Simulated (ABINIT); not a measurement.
# SiC (Moissanite) (P6_3mc) in ABINIT: notebook, part 2 of 2

ABINIT 10.8.3 (patched build). The steps go on from the part before.

## (4) Single point, PBE

run.abi reads:

```
pp_dirpath "./"
pseudos "Si.upf, C.upf"

acell 3*1.0 Angstrom
rprim
     3.0760000000     0.0000000000     0.0000000000
    -1.5380000000     2.6638941420     0.0000000000
     0.0000000000     0.0000000000     5.0480000000
ntypat 2
znucl 14 6
natom 4
typat 1 1 2 2
xred
     0.6666666667     0.3333333333     0.5000000000
     0.3333333333     0.6666666667     0.0000000000
     0.6666666667     0.3333333333     0.8850000000
     0.3333333333     0.6666666667     0.3850000000

ecut 37.0

kptopt 1
ngkpt 8 8 4
nshiftk 1
shiftk 0.0 0.0 0.0

ixc 11

nband 12
occopt 3
tsmear 0.05 eV

nstep 100
tolvrs 1.0e-10

iomode 3
prtwf 0
prtden 0
prteig 0
prtebands 0
```

Potentials or basis: Ansatz NC PBE.

The run is started by

```bash
abinit run.abi > log 2>&1
```

run.abo:

```text
[... set-up lines left out ...]
 ETOT  1  -20.344867537869    -2.034E+01 4.062E-02 6.007E+02
 ETOT  2  -20.465062691207    -1.202E-01 1.708E-02 2.598E+02
 ETOT  3  -20.545044831262    -7.998E-02 9.726E-03 1.804E-01
 ETOT  4  -20.545149957117    -1.051E-04 2.503E-03 1.361E-02
 ETOT  5  -20.545152578469    -2.621E-06 6.588E-04 3.373E-04
 ETOT  6  -20.545152613094    -3.463E-08 6.123E-04 6.908E-06
 ETOT  7  -20.545152614947    -1.852E-09 2.407E-04 9.067E-08
 ETOT  8  -20.545152614955    -8.324E-12 2.988E-04 7.050E-09
 ETOT  9  -20.545152614957    -1.709E-12 1.675E-04 1.436E-10
 ETOT 10  -20.545152614957     3.197E-14 1.601E-04 1.264E-12

 At SCF step   10       vres2   =  1.26E-12 < tolvrs=  1.00E-10 =>converged.

 Cartesian components of stress tensor (hartree/bohr^3)
  sigma(1 1)= -1.85201552E-04  sigma(3 2)=  0.00000000E+00
  sigma(2 2)= -1.85201552E-04  sigma(3 1)=  0.00000000E+00
  sigma(3 3)= -1.58657040E-05  sigma(2 1)=  0.00000000E+00

--- !ResultsGS
iteration_state: {dtset: 1, }
comment   : Summary of ground state results
lattice_vectors:
- [  5.8127976,   0.0000000,   0.0000000, ]
- [ -2.9063988,   5.0340304,   0.0000000, ]
- [  0.0000000,   0.0000000,   9.5393375, ]
lattice_lengths: [   5.81280,    5.81280,    9.53934, ]
lattice_angles: [ 90.000,  90.000, 120.000, ] # degrees, (23, 13, 12)
lattice_volume:   2.7913818E+02
convergence: {deltae:  3.197E-14, res2:  1.264E-12, residm:  1.601E-04, diffor: null, }
etotal    :  -2.05451526E+01
entropy   :   0.00000000E+00
fermie    :   3.63594876E-01
cartesian_stress_tensor: # hartree/bohr^3
- [ -1.85201552E-04,   0.00000000E+00,   0.00000000E+00, ]
- [  0.00000000E+00,  -1.85201552E-04,   0.00000000E+00, ]
- [  0.00000000E+00,   0.00000000E+00,  -1.58657040E-05, ]
pressure_GPa:   3.7881E+00
xred      :
- [  6.6667E-01,   3.3333E-01,   5.0000E-01, Si]
- [  3.3333E-01,   6.6667E-01,   0.0000E+00, Si]
- [  6.6667E-01,   3.3333E-01,   8.8500E-01,  C]
- [  3.3333E-01,   6.6667E-01,   3.8500E-01,  C]
cartesian_forces: # hartree/bohr
- [  9.26454154E-29,   5.34888555E-29,   1.47315665E-02, ]
- [ -9.26454154E-29,  -5.34888555E-29,   1.47315665E-02, ]
[... 32 lines left out ...]
    4     -0.00000000000000     1.77592942800000     1.94348000000000

 cartesian forces (hartree/bohr) at end:
    1      0.00000000000000     0.00000000000000     0.01473156648095
    2     -0.00000000000000    -0.00000000000000     0.01473156648095
    3     -0.00000000000000    -0.00000000000000    -0.01473156648095
    4     -0.00000000000000    -0.00000000000000    -0.01473156648095
 frms,max,avg= 8.5052739E-03 1.4731566E-02   0.000E+00  0.000E+00  1.613E-08 h/b

 cartesian forces (eV/Angstrom) at end:
    1      0.00000000000000     0.00000000000000     0.75752760612892
    2     -0.00000000000000    -0.00000000000000     0.75752760612892
    3     -0.00000000000000    -0.00000000000000    -0.75752760612892
    4     -0.00000000000000    -0.00000000000000    -0.75752760612892
 frms,max,avg= 4.3735877E-01 7.5752761E-01   0.000E+00  0.000E+00  8.294E-07 e/A
 length scales=  1.889726125908  1.889726125908  1.889726125908 bohr
              =  1.000000000000  1.000000000000  1.000000000000 angstroms
 Fermi (or HOMO) energy (hartree) =   0.36359   Average Vxc (hartree)=  -0.41467
 Eigenvalues (hartree) for nkpt=  30  k points:
 kpt#   1, nband= 12, wtk=  0.00391, kpt=  0.0000  0.0000  0.0000 (reduced coord)
  -0.26029   -0.13155   -0.00184    0.26077    0.26077    0.30792    0.30792    0.31799
   0.48732    0.53872    0.55658    0.55658
      occupation numbers for kpt#   1
   2.00000    2.00000    2.00000    2.00000    2.00000    2.00000    2.00000    2.00000
   0.00000    0.00000    0.00000    0.00000
 prteigrs : prtvol=0 or 1, do not print more k-points.

--- !EnergyTerms
iteration_state     : {dtset: 1, }
comment             : Components of total free energy in Hartree
kinetic             :  1.18491727804286E+01
hartree             :  2.37956336095182E+00
xc                  : -7.56795610129418E+00
Ewald energy        : -2.08945945883786E+01
psp_core            :  6.75958450501908E-01
local_psp           : -8.49110170640885E+00
non_local_psp       :  1.50380518924260E+00
internal            : -2.05451526149567E+01
'-kT*entropy'       : -1.42313877627191E-14
total_energy        : -2.05451526149567E+01
total_energy_eV     : -5.59062083288215E+02
band_energy         :  1.44441630354405E+00
...

 Cartesian components of stress tensor (hartree/bohr^3)
  sigma(1 1)= -1.85201552E-04  sigma(3 2)=  0.00000000E+00
  sigma(2 2)= -1.85201552E-04  sigma(3 1)=  0.00000000E+00
  sigma(3 3)= -1.58657040E-05  sigma(2 1)=  0.00000000E+00

-Cartesian components of stress tensor (GPa)         [Pressure=  3.7881E+00 GPa]
- sigma(1 1)= -5.44881777E+00  sigma(3 2)=  0.00000000E+00
- sigma(2 2)= -5.44881777E+00  sigma(3 1)=  0.00000000E+00
- sigma(3 3)= -4.66785128E-01  sigma(2 1)=  0.00000000E+00

== END DATASET(S) ==============================================================
================================================================================

 -outvars: echo values of variables after computation  --------
            acell      1.8897261259E+00  1.8897261259E+00  1.8897261259E+00 Bohr
           etotal     -2.0545152615E+01
            fcart      9.2645415356E-29  5.3488855496E-29  1.4731566481E-02
                      -9.2645415356E-29 -5.3488855496E-29  1.4731566481E-02
                      -0.0000000000E+00 -0.0000000000E+00 -1.4731566481E-02
                      -0.0000000000E+00 -0.0000000000E+00 -1.4731566481E-02
            rprim      3.0760000000E+00  0.0000000000E+00  0.0000000000E+00
                      -1.5380000000E+00  2.6638941420E+00  0.0000000000E+00
                       0.0000000000E+00  0.0000000000E+00  5.0480000000E+00
           strten     -1.8520155176E-04 -1.8520155169E-04 -1.5865704029E-05
                       0.0000000000E+00  0.0000000000E+00  0.0000000000E+00
           xangst      1.5380000000E+00  8.8796471400E-01  2.5240000000E+00
                      -6.7522206019E-18  1.7759294280E+00  0.0000000000E+00
                       1.5380000000E+00  8.8796471400E-01  4.4674800000E+00
                      -6.7522206019E-18  1.7759294280E+00  1.9434800000E+00
             xred      6.6666666667E-01  3.3333333333E-01  5.0000000000E-01
                       3.3333333333E-01  6.6666666667E-01  0.0000000000E+00
                       6.6666666667E-01  3.3333333333E-01  8.8500000000E-01
                       3.3333333333E-01  6.6666666667E-01  3.8500000000E-01
 Calculation completed.
```

Wall time 28 s (1 thread of Arm Neoverse V1, shared host); peak memory 0.08 GiB.

What came out:

```
Free energy                                           : -559.0621 eV
Pressure                                              : 3.8 GPa
Largest force                                         : 0.758 eV/Å
Band gap on the k mesh                                : 2.57 eV, indirect (least direct gap 4.07 eV)
Valence electrons inside the program's atomic spheres : Si 1.95; C 4.25
```

Forces in eV/Å, atoms in the order of the input:
```
Si   0.000  0.000  0.758
Si   0.000  0.000  0.758
C    0.000  0.000 -0.758
C    0.000  0.000 -0.758
```

A k mesh can miss the band edges. Expect the measured gap to be larger: semilocal functionals such as PBE lack the derivative discontinuity.

## (5) The runs side by side

| level | potentials or basis | cell | cutoff (eV) | gap on the mesh (eV) | pressure (GPa) | largest force (eV/Å) |
| --- | --- | --- | --- | --- | --- | --- |
| LDA | PseudoDojo NC SR LDA v0.4.1 standard | cell relaxed | 1116 | 2.40 | -0.1 | - |
| PBEsol | PseudoDojo NC SR PBEsol v0.4.1 standard | as given | 1007 | 2.43 | 0.1 | 0.75 |
| PBE | Ansatz NC PBE | as given | 1007 | 2.57 | 3.8 | 0.76 |

Alike in all rows: task single point; no spin polarisation; k mesh 8 × 8 × 4; smearing fermi-dirac 0.05 eV.

Absolute energies hang on the potentials; compare differences alone.
